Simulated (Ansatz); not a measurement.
Wanted: the native input for an Ansatz 0.2.0 run.

- Task: single point
- Functional: PBE
- Potentials or basis: Ansatz PAW
- Cutoff: 420 eV (not typed: the program's choice for these potentials)
- k mesh: 10 × 10 × 3
- Occupations: fermi-dirac, width 0.05 eV
- Spin: collinear spin, ferromagnetic start
- Starting moments: [0.5, 0.5, 0.5, 0.5] μB
- Fixed moment: 2 μB

Crystal: Co.

```
CELL_PARAMETERS angstrom
2.47056 0.00000 0.00000
-1.23528 2.13957 0.00000
0.00000 0.00000 8.08823
ATOMIC_POSITIONS crystal
Co 0.66667 0.33333 0.75000
Co 0.00000 0.00000 0.50000
Co 0.33333 0.66667 0.25000
Co 0.00000 0.00000 0.00000
```

The input as run:

input.yaml

```yaml
crystal:
  lattice:
    - [2.4705617809, 0.0, 0.0]
    - [-1.2352808905, 2.1395692639, 0.0]
    - [0.0, 0.0, 8.0882338]
  atoms:
    - { symbol: Co, position: [0.6666666667, 0.3333333333, 0.75], spin: 0.5 }
    - { symbol: Co, position: [0.0, 0.0, 0.5], spin: 0.5 }
    - { symbol: Co, position: [0.3333333333, 0.6666666667, 0.25], spin: 0.5 }
    - { symbol: Co, position: [0.0, 0.0, 0.0], spin: 0.5 }
hamiltonian:
  xc: pbe
  pseudopotentials: { kind: paw }
magnetization:
  spin_polarized: true
  initial_magnetization: 2.0
  spin_locking: { lock_magnetization: hard }
kpoints:
  mp_grid: { grid: [10, 10, 3] }
scf:
  occupations: { method: fermi_dirac, width: 0.05 }
  lower_state_search: "off"
output:
  forces: true
  stress: true
  eigenvalues: true
```

Potentials or basis: Ansatz PAW.

Command:

```console
$ ansatz run input.yaml --threads 2 --pin off --max-ram 5632MiB --backend cpu --events-out ev --progress --plain --runs-dir out
```

It gave:

```
Pressure        : -6.1 GPa
Net moment      : 2.00 μB per cell
Absolute moment : 2.30 μB per cell
Site moments    : Co +0.09, +0.97 μB
```

Caveat: the total moment is fixed, so each spin has its own Fermi level; the thresholds are loose for stress.

It took 6.9 s on 2 threads of Arm Neoverse V1, with other jobs on the host, peak memory 0.35 GiB.
